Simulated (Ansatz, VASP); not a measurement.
# HfC: VASP beside Ansatz

Contents of INCAR:

```
PREC = Accurate ; ENCUT = 520
EDIFF = 1E-6 ; ISMEAR = 0
SIGMA = 0.15 ; LREAL = F
LASPH = T ; NELM = 80
ALGO = Normal ; ISIF = 2
LWAVE = F ; LCHARG = T
GGA = PS ; LELF = T
LVHAR = T ; NBANDS = 14
```

The input KPOINTS:

```
Automatic mesh
0
Gamma
  18 18 18
```

Contents of POSCAR:

```
HfC
1.0
    0.0000000000      2.3250000000      2.3250000000
    2.3250000000      0.0000000000      2.3250000000
    2.3250000000      2.3250000000      0.0000000000
Hf C
1 1
Direct
    0.5000000000      0.5000000000      0.5000000000
    0.0483870968     -0.0483870968      0.0483870968
```

Input for Ansatz:

```yaml
crystal:
  lattice:
    - [0.0, 2.325, 2.325]
    - [2.325, 0.0, 2.325]
    - [2.325, 2.325, 0.0]
  atoms:
    - { symbol: Hf, position: [0.5, 0.5, 0.5] }
    - { symbol: C, position: [0.0483870968, -0.0483870968, 0.0483870968] }
basis:
  ecutwfc: 420
kpoints:
  mp_grid: { grid: [18, 18, 18] }
hamiltonian:
  xc: pbesol
scf:
  occupations: { method: gaussian, width: 0.15 }
output:
  forces: true
  stress: true
  eigenvalues: true
```

Change from the starting cell: all C atoms moved +0.225 Å, as atom 2 along Cartesian [0 1 0].

Alike in both runs: task single point; functional PBEsol; k mesh 18 × 18 × 18; occupations gaussian, width 0.15 eV; no spin polarisation.

|  | VASP | Ansatz |
| --- | --- | --- |
| version | VASP 6.6.1 | Ansatz 0.2.0 |
| potentials or method | VASP PAW PBE potentials, release 64 (Hf_pv, C) | scalar-relativistic, plane waves, PAW |
| plane-wave cutoff (eV) | 520 | 420 |
| valence electrons in the cell | 14 | 30 |

|  | VASP | Ansatz | Ansatz less VASP |
| --- | --- | --- | --- |
| gap on the k mesh at the Fermi level (eV) | none | none | - |
| pressure (GPa) | -2.2 | -1.8 | +0.36 |
| largest component of the traceless stress (GPa) | 10.89 | 10.63 | -0.261 |
| rms of the force components (eV/Å) | 1.170 | 1.163 | -0.0069 |

Atom by atom the forces differ by 0.007 eV/Å (rms over components). A gap of «none» marks a metal or a gap that the smearing closes. The two sets of potentials don't hold the same shells in valence.

Caveats: the PAW data sets were made with another functional, which shifts forces and pressure a little (VASP). The runs have no spin-orbit coupling, so splittings on Hf are missing.
